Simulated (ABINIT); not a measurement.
# Quasiparticle gap of AlN (F-43m) in ABINIT

Wanted: ground state, empty states, screening and self-energy for AlN (F-43m).

Program: ABINIT 10.8.3. Level of theory: PBE and many-body steps on it, plane waves. Results are calculated unless marked as measured.

### 1. Set-up

The structure is cubic, space group F-43m (No. 216). Conventional cell: a = 4.368 Å, b = 4.368 Å, c = 4.368 Å, α = 90.00°, β = 90.00°, γ = 90.00°. Al has 4 N at 1.89 Å nearest. N has 4 Al at 1.89 Å nearest. Farther neighbours and most contacts between anions are not listed.

The cell and positions are those that the Materials Project relaxed with its own functionals (PBE, PBE+U or r2SCAN), kept fixed. This is not the form that AlN usually takes at ambient conditions.

### 2. Ground state

This step: ABINIT 10.8.3; DFT, PBE, plane waves, norm-conserving pseudopotentials.

The ground-state density comes first.

run.abi reads:

```
acell 3*1.0 Angstrom
rprim 
  -0.000000000000 2.183993559600 2.183993559600
  2.183993559600 -0.000000000000 2.183993559600
  2.183993559600 2.183993559600 -0.000000000000
ntypat 2
znucl 13 7
natom 2
typat 1 2
xred 
  0.000000000000 0.000000000000 0.000000000000
  0.750000000000 0.750000000000 0.750000000000
pp_dirpath "pseudos"
pseudos "Al.upf, N.upf"
ecut 36
ngkpt 8 8 8
nshiftk 1
shiftk 0 0 0
kptopt 1
chksymbreak 0
nband 9
occopt 1
tolvrs 1e-10
nstep 60
prtwf 0
optforces 0
optstress 0
indata_prefix "in"
outdata_prefix "out"
tmpdata_prefix "tmp"
```

On the command line:

```sh
OMP_NUM_THREADS=1 mpirun -n 4 abinit run.abi > log
```

Numbers of over 12 decimals in the logs are rounded to 6 here.

The log of the run:

```text
.Version 10.8.3 of ABINIT. v10.8.2 released Aug 2026.

 Symmetries : space group F-4 3 m (#216); Bravais cF (face-center cubic)
================================================================================
 Values of the parameters that define the memory need of the present run
     intxc =       0    ionmov =       0      iscf =       7    lmnmax =       6
     lnmax =       6     mgfft =      32  mpssoang =       3    mqgrid =    3001
     natom =       2  nloc_mem =       1    nspden =       1   nspinor =       1
    nsppol =       1      nsym =      24    n1xccc =    2501    ntypat =       2
    occopt =       1   xclevel =       2
-    mband =           9        mffmem =           1         mkmem =           8
       mpw =        1475          nfft =       32768          nkpt =          29
================================================================================
  Rough estimation (10% accuracy) of disk space for files :
================================================================================

--------------------------------------------------------------------------------
------------- Echo of variables that govern the present computation ------------
--------------------------------------------------------------------------------
 -outvars: echo values of preprocessed input variables --------
            acell      1.8897261259E+00  1.8897261259E+00  1.8897261259E+00 Bohr

      chksymbreak           0
             ecut      3.60000000E+01 Hartree
-          fftalg         312

              ixc     -101130
              kpt      0.00000000E+00  0.00000000E+00  0.00000000E+00
                       1.25000000E-01  0.00000000E+00  0.00000000E+00
                       2.50000000E-01  0.00000000E+00  0.00000000E+00
                       3.75000000E-01  0.00000000E+00  0.00000000E+00
                       5.00000000E-01  0.00000000E+00  0.00000000E+00
                       1.25000000E-01  1.25000000E-01  0.00000000E+00
                       2.50000000E-01  1.25000000E-01  0.00000000E+00
                       3.75000000E-01  1.25000000E-01  0.00000000E+00
                       5.00000000E-01  1.25000000E-01  0.00000000E+00
   [... 18 further rows ...]
                      -3.75000000E-01  5.00000000E-01  1.25000000E-01
                      -2.50000000E-01  5.00000000E-01  2.50000000E-01
         kptrlatt        8    0    0      0    8    0      0    0    8
          kptrlen      4.66933685E+01
P           mkmem           8
            natom           2
            nband           9
            ngfft          32      32      32
             nkpt          29
            nstep          60
             nsym          24
           ntypat           2
              occ      2.000000  2.000000  2.000000  2.000000  0.000000  0.000000
[...]
optforces           0
        optstress           0
            prtwf           0
            rprim     -0.0000000000E+00  2.1839935596E+00  2.1839935596E+00
[...]
spgroup         216

           tolvrs      1.00000000E-10

             xred      0.0000000000E+00  0.0000000000E+00  0.0000000000E+00
[...]
znucl       13.00000    7.00000

================================================================================

 chkinp: Checking input parameters for consistency.

================================================================================
== DATASET  1 ==================================================================
-   mpi_nproc: 4, omp_nthreads: 1 (-1 if OMP is not activated)

--- !DatasetInfo
iteration_state: {dtset: 1, }
dimensions: {natom: 2, nkpt: 29, mband: 9, nsppol: 1, nspinor: 1, nspden: 1, mpw: 1475, }
cutoff_energies: {ecut:  36.0, pawecutdg:  -1.0, }
electrons: {nelect:   8.00000000E+00, charge:   0.00000000E+00, occopt:   1.00000000E+00, tsmear:   1.00000000E-02, }

 Real(R)+Recip(G) space primitive vectors, cartesian coordinates (Bohr,Bohr^-1):
 R(1)=  0.0000000  4.1271497  4.1271497  G(1)= -0.1211490  0.1211490  0.1211490
 R(2)=  4.1271497  0.0000000  4.1271497  G(2)=  0.1211490 -0.1211490  0.1211490
 R(3)=  4.1271497  4.1271497  0.0000000  G(3)=  0.1211490  0.1211490 -0.1211490
 Unit cell volume ucvol=  1.4059849E+02 bohr^3
 Angles (23,13,12)=  6.00000000E+01  6.00000000E+01  6.00000000E+01 degrees

 getcut: wavevector=  0.0000  0.0000  0.0000  ngfft=  32  32  32
         ecut(hartree)=     36.000   => boxcut(ratio)=   2.02987

--- Pseudopotential description ------------------------------------------------
- Al Generated using ONCVPSP code by D. R. Hamann
- 13.00000   3.00000  171031                  znucl, zion, pspdat
12 -101130 2 -1 1876                          pspcod,pspxc,lmax,lloc,mmax
     nproj     2     2     2
  pspatm : epsatm=    4.08140545
         --- l  ekb(1:nproj) -->
[...]
pspatm: atomic psp has been read  and splines computed

- N Generated using ONCVPSP code by D. R. Hamann
-  7.00000   5.00000  171031                  znucl, zion, pspdat
12 -101130 1 -1 1058                          pspcod,pspxc,lmax,lloc,mmax
     nproj     2     2     0
  pspatm : epsatm=    5.20977870
         --- l  ekb(1:nproj) -->
[...]
1   -4.293905   -1.006988
 pspatm: atomic psp has been read  and splines computed

   7.43294732E+01                                ecore*ucvol(ha*bohr**3)
--------------------------------------------------------------------------------

_setup2: Arith. and geom. avg. npw (full set) are    1449.447    1449.423

================================================================================

--- !BeginCycle
iteration_state: {dtset: 1, }
solver: {iscf: 7, nstep: 60, nline: 4, wfoptalg: 0, }
tolerances: {tolvrs: 1.00E-10, }

     iter   Etot(hartree)      deltaE(h)  residm     vres2
 ETOT  1  -12.634092342631    -1.263E+01 1.154E-01 5.062E+02
 ETOT  2  -12.674579766554    -4.049E-02 1.118E-02 3.909E+02
 ETOT  3  -12.792254021089    -1.177E-01 3.968E-03 7.560E-01
 ETOT  4  -12.792395939617    -1.419E-04 2.268E-03 1.058E-02
 ETOT  5  -12.792396619737    -6.801E-07 1.683E-04 5.916E-04
 ETOT  6  -12.792396656975    -3.724E-08 2.226E-04 2.127E-06
 ETOT  7  -12.792396657092    -1.169E-10 1.632E-05 4.114E-07
 ETOT  8  -12.792396657207    -1.152E-10 2.316E-05 3.147E-09
 ETOT  9  -12.792396657208    -7.461E-13 1.662E-06 3.158E-10
 ETOT 10  -12.792396657208     1.776E-14 2.539E-06 1.021E-11

 At SCF step   10       vres2   =  1.02E-11 < tolvrs=  1.00E-10 =>converged.

--- !ResultsGS
iteration_state: {dtset: 1, }
comment   : Summary of ground state results
lattice_vectors:
- [ -0.0000000,   4.1271497,   4.1271497, ]
- [  4.1271497,  -0.0000000,   4.1271497, ]
- [  4.1271497,   4.1271497,  -0.0000000, ]
lattice_lengths: [   5.83667,    5.83667,    5.83667, ]
lattice_angles: [ 60.000,  60.000,  60.000, ] # degrees, (23, 13, 12)
lattice_volume:   1.4059849E+02
convergence: {deltae:  1.776E-14, res2:  1.021E-11, residm:  2.539E-06, diffor:  0.000E+00, }
etotal    :  -1.27923967E+01
entropy   :   0.00000000E+00
fermie    :   1.89575042E-01
cartesian_stress_tensor: null
pressure_GPa: null
xred      :
- [  0.0000E+00,   0.0000E+00,   0.0000E+00, Al]
- [  7.5000E-01,   7.5000E-01,   7.5000E-01,  N]
cartesian_forces: null
force_length_stats: {min: null, max: null, mean: null, }

 Integrated electronic density in atomic spheres:
 ------------------------------------------------
 Atom  Sphere_radius  Integrated_density
    1        2.00000          1.10832935
    2        2.00000          5.38580503
================================================================================

 ----iterations are completed or convergence reached----

 Mean square residual over all n,k,spin=   11.386E-09; max=  25.386E-07
 reduced coordinates (array xred) for    2 atoms
       0.000000000000      0.000000000000      0.000000000000
       0.750000000000      0.750000000000      0.750000000000
 rms dE/dt=  0.0000E+00; max dE/dt=  0.0000E+00; dE/dt below (all hartree)
    1       0.000000000000      0.000000000000      0.000000000000
    2       0.000000000000      0.000000000000      0.000000000000

 cartesian coordinates (angstrom) at end:
    1      0.000000     0.000000     0.000000
    2      3.275990     3.275990     3.275990
 length scales=  1.889726125908  1.889726125908  1.889726125908 bohr
              =  1.000000000000  1.000000000000  1.000000000000 angstroms
 prteigrs : about to open file out_EIG
 Fermi (or HOMO) energy (hartree) =   0.18958   Average Vxc (hartree)=  -0.39437
 Eigenvalues (hartree) for nkpt=  29  k points:
 kpt#   1, nband=  9, wtk=  0.00195, kpt=  0.0000  0.0000  0.0000 (reduced coord)
  -0.36046    0.18958    0.18958    0.18958    0.34363    0.65223    0.65223    0.65223
   0.84170
 prteigrs : prtvol=0 or 1, do not print more k-points.

--- !EnergyTerms
iteration_state     : {dtset: 1, }
comment             : Components of total free energy in Hartree
kinetic             :  8.18806009915906E+00
hartree             :  2.82096206911135E+00
xc                  : -4.24885300507606E+00
Ewald energy        : -1.08999795989279E+01
psp_core            :  5.28664802613182E-01
local_psp           : -8.51484725719231E+00
non_local_psp       : -6.66403766895545E-01
total_energy        : -1.27923966572082E+01
total_energy_eV     : -3.48098846451088E+02
band_energy         :  3.20550667474452E-02

== END DATASET(S) ==============================================================
================================================================================

 -outvars: echo values of variables after computation  --------
           etotal     -1.2792396657E+01
            nband           9
             nkpt          29
          spgroup         216
 [... the other variables as echoed above ...]

 Calculation completed.
```

Elapsed: 4.5 s, on 4 MPI ranks of Intel Xeon Platinum 8375C at 2.90GHz (Ice Lake), shared host; peak memory 0.29 GiB; 17 s of CPU time.

Numbers from this step:

- total energy: -348.0988 eV
- gap: 3.325 eV
- k of the valence top: 0, 0, 0
- k of the conduction bottom: 0.5, 0.5, 0
- least direct gap: 4.192 eV

The gap is indirect, with the least direct gap 0.87 eV higher.

(Part 1 of 3 ends here.)

[Paths, hosts, dates, memory and timing lines, banners, echoed tables and standing remarks are left out of the program output.]

[Logs are printed without paths, hosts, clocks, repeated set-up lines and the standing remarks that a program may print on its own settings, such as how far it seeks lower states.]

[Runs of the session that timed out or met a known fault of the program may be left out.]

[Hosts, paths, dates, database ids (printed as entryN), source tags and the programs' standing remarks are cut or masked in the printed files.]

[G0W0 gaps are taken among the corrected bands and points alone; a level outside them can change the order at an edge.]

[Where Ansatz stands beside ABINIT at settings called matched, ABINIT's density can come from a denser mesh and the files from another edition; pairs whose starting gaps differed by over 0.03 eV were left out, so agreement reads better than it is.]
